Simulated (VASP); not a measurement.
Input of a VASP 6.6.1 run:

Contents of INCAR:

```
PREC = Accurate
ENCUT = 520
EDIFF = 1E-8
ISMEAR = 1
SIGMA = 0.1
LREAL = False
LASPH = True
NELM = 80
ALGO = Fast
ISIF = 2
LWAVE = False
LCHARG = False
GGA = MK
LUSE_VDW = True
AGGAC = 0.0
PARAM1 = 0.1234
PARAM2 = 1.0
LEFG = True
```

Pb.cif

```cif
data_Pb
_cell_length_a 4.95004000
_cell_length_b 4.95004000
_cell_length_c 4.95004000
_cell_angle_alpha 90.00000000
_cell_angle_beta 90.00000000
_cell_angle_gamma 90.00000000
_space_group_name_H-M_alt 'Fm-3m'
_space_group_name_Hall '-F 4 2 3'
_space_group_IT_number 225
loop_
_space_group_symop_operation_xyz
'x,y,z'
'-x,-y,-z'
'-y,x,z'
'y,-x,-z'
'-x,-y,z'
'x,y,-z'
'y,-x,z'
'-y,x,-z'
'x,-y,-z'
'-x,y,z'
'-y,-x,-z'
'y,x,z'
'-x,y,-z'
'x,-y,z'
'y,x,-z'
'-y,-x,z'
'z,x,y'
'-z,-x,-y'
'z,-y,x'
'-z,y,-x'
'z,-x,-y'
'-z,x,y'
'z,y,-x'
'-z,-y,x'
'-z,x,-y'
'z,-x,y'
'-z,-y,-x'
'z,y,x'
'-z,-x,y'
'z,x,-y'
'-z,y,x'
'z,-y,-x'
'y,z,x'
'-y,-z,-x'
'x,z,-y'
'-x,-z,y'
'-y,z,-x'
'y,-z,x'
'-x,z,y'
'x,-z,-y'
'-y,-z,x'
'y,z,-x'
'-x,-z,-y'
'x,z,y'
'y,-z,-x'
'-y,z,x'
'x,-z,y'
'-x,z,-y'
'x,y+1/2,z+1/2'
'-x,-y+1/2,-z+1/2'
'-y,x+1/2,z+1/2'
'y,-x+1/2,-z+1/2'
'-x,-y+1/2,z+1/2'
'x,y+1/2,-z+1/2'
'y,-x+1/2,z+1/2'
'-y,x+1/2,-z+1/2'
'x,-y+1/2,-z+1/2'
'-x,y+1/2,z+1/2'
'-y,-x+1/2,-z+1/2'
'y,x+1/2,z+1/2'
[... 40 lines left out ...]
'-x+1/2,-y,z+1/2'
'x+1/2,y,-z+1/2'
'y+1/2,-x,z+1/2'
'-y+1/2,x,-z+1/2'
'x+1/2,-y,-z+1/2'
'-x+1/2,y,z+1/2'
'-y+1/2,-x,-z+1/2'
'y+1/2,x,z+1/2'
'-x+1/2,y,-z+1/2'
'x+1/2,-y,z+1/2'
'y+1/2,x,-z+1/2'
'-y+1/2,-x,z+1/2'
'z+1/2,x,y+1/2'
'-z+1/2,-x,-y+1/2'
'z+1/2,-y,x+1/2'
'-z+1/2,y,-x+1/2'
'z+1/2,-x,-y+1/2'
'-z+1/2,x,y+1/2'
'z+1/2,y,-x+1/2'
'-z+1/2,-y,x+1/2'
'-z+1/2,x,-y+1/2'
'z+1/2,-x,y+1/2'
'-z+1/2,-y,-x+1/2'
'z+1/2,y,x+1/2'
'-z+1/2,-x,y+1/2'
'z+1/2,x,-y+1/2'
'-z+1/2,y,x+1/2'
'z+1/2,-y,-x+1/2'
'y+1/2,z,x+1/2'
'-y+1/2,-z,-x+1/2'
'x+1/2,z,-y+1/2'
'-x+1/2,-z,y+1/2'
'-y+1/2,z,-x+1/2'
'y+1/2,-z,x+1/2'
'-x+1/2,z,y+1/2'
'x+1/2,-z,-y+1/2'
'-y+1/2,-z,x+1/2'
'y+1/2,z,-x+1/2'
'-x+1/2,-z,-y+1/2'
'x+1/2,z,y+1/2'
'y+1/2,-z,-x+1/2'
'-y+1/2,z,x+1/2'
'x+1/2,-z,y+1/2'
'-x+1/2,z,-y+1/2'
'x+1/2,y+1/2,z'
'-x+1/2,-y+1/2,-z'
'-y+1/2,x+1/2,z'
'y+1/2,-x+1/2,-z'
'-x+1/2,-y+1/2,z'
'x+1/2,y+1/2,-z'
'y+1/2,-x+1/2,z'
'-y+1/2,x+1/2,-z'
'x+1/2,-y+1/2,-z'
'-x+1/2,y+1/2,z'
'-y+1/2,-x+1/2,-z'
'y+1/2,x+1/2,z'
'-x+1/2,y+1/2,-z'
'x+1/2,-y+1/2,z'
'y+1/2,x+1/2,-z'
'-y+1/2,-x+1/2,z'
'z+1/2,x+1/2,y'
'-z+1/2,-x+1/2,-y'
'z+1/2,-y+1/2,x'
'-z+1/2,y+1/2,-x'
'z+1/2,-x+1/2,-y'
'-z+1/2,x+1/2,y'
'z+1/2,y+1/2,-x'
'-z+1/2,-y+1/2,x'
'-z+1/2,x+1/2,-y'
'z+1/2,-x+1/2,y'
'-z+1/2,-y+1/2,-x'
'z+1/2,y+1/2,x'
'-z+1/2,-x+1/2,y'
'z+1/2,x+1/2,-y'
'-z+1/2,y+1/2,x'
'z+1/2,-y+1/2,-x'
'y+1/2,z+1/2,x'
'-y+1/2,-z+1/2,-x'
'x+1/2,z+1/2,-y'
'-x+1/2,-z+1/2,y'
'-y+1/2,z+1/2,-x'
'y+1/2,-z+1/2,x'
'-x+1/2,z+1/2,y'
'x+1/2,-z+1/2,-y'
'-y+1/2,-z+1/2,x'
'y+1/2,z+1/2,-x'
'-x+1/2,-z+1/2,-y'
'x+1/2,z+1/2,y'
'y+1/2,-z+1/2,-x'
'-y+1/2,z+1/2,x'
'x+1/2,-z+1/2,y'
'-x+1/2,z+1/2,-y'
loop_
_atom_site_label
_atom_site_type_symbol
_atom_site_symmetry_multiplicity
_atom_site_Wyckoff_symbol
_atom_site_fract_x
_atom_site_fract_y
_atom_site_fract_z
_atom_site_occupancy
Pb1 Pb 4 a 0.0000000000 0.0000000000 0.0000000000 1
```

KPOINTS

```
regular mesh
0
Gamma
  6 6 6
```

The input POSCAR:

```
Pb
 1.0000000000000000
     4.9500400000000004    0.0000000000000000    0.0000000000000000
     0.0000000000000000    4.9500400000000004    0.0000000000000000
     0.0000000000000000    0.0000000000000000    4.9500400000000004
 Pb 
   4
Cartesian
  0.0000000000000000  0.0000000000000000  0.0000000000000000
  0.0000000000000000  2.4750200000000002  2.4750200000000002
  2.4750200000000002  0.0000000000000000  2.4750200000000002
  2.4750200000000002  2.4750200000000002  0.0000000000000000
```

Potentials or basis: VASP PAW PBE potentials, release 64 (Pb_d).

The run is started by

```console
$ ase convert -i cif -o vasp Pb.cif POSCAR
$ cat potpaw_PBE.64/Pb_d/POTCAR > POTCAR
$ mpirun -np 1 vasp_std > vasp.out
```

(1) What does it give for the band gap on the k mesh?

(2) Estimate the pressure.

Answers

(1) none (metal or under the smearing width).

(2) 1.1 GPa.

Caveat: the PAW data sets were made with another functional, which shifts forces and pressure a little.
